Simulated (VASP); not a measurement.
Crystal: TiB2.

```
CELL_PARAMETERS angstrom
3.02920 0.00000 0.00000
-1.51460 2.62336 0.00000
0.00000 0.00000 3.22840
ATOMIC_POSITIONS crystal
Ti 0.00000 0.00000 0.00000
B 0.66667 0.33333 0.50000
B 0.33333 0.66667 0.50000
```

```yaml
Program: VASP 6.6.1
Task: relaxation of cell and atoms
Functional: PBE
Dispersion: D3(BJ)
Potentials_or_basis: VASP PAW PBE potentials, release 64 (Ti_sv, B)
Cutoff: 600 eV
k_mesh: 8 × 8 × 8
Occupations: fermi-dirac, width 0.05 eV
Spin: no spin polarisation
```

At the start: pressure -7.7 GPa; volume 8.55 Å³/atom.

Task: How do energy, volume and symmetry change on relaxing?

Result: Over 4 steps the energy falls by 6.8 meV/atom and the volume is 8.29 Å³/atom (-3.1 %); space group P6/mmm (No. 191, to 0.05 Å).

The path:
```csv
step,energy change (eV),largest force (eV/Å),pressure (GPa),volume (Å³)
1,0.0000,0.0000,-7.71,25.66
2,-0.0016,0.0000,8.24,24.16
3,-0.0195,0.0000,0.09,24.88
4,-0.0203,0.0000,-0.06,24.87
```

Final structure:
```cif
data_structure
_symmetry_space_group_name_H-M 'P 1'
_symmetry_Int_Tables_number 1
_cell_length_a 3.0058
_cell_length_b 3.0058
_cell_length_c 3.1782
_cell_angle_alpha 90.000
_cell_angle_beta 90.000
_cell_angle_gamma 120.000
_cell_volume 24.87
loop_
_atom_site_label
_atom_site_type_symbol
_atom_site_fract_x
_atom_site_fract_y
_atom_site_fract_z
_atom_site_occupancy
Ti1 Ti 0.00000 0.00000 0.00000 1
B1 B 0.66667 0.33333 0.50000 1
B2 B 0.33333 0.66667 0.50000 1
```

Caveat: pairwise dispersion overbinds metals, which lowers pressure and volume.
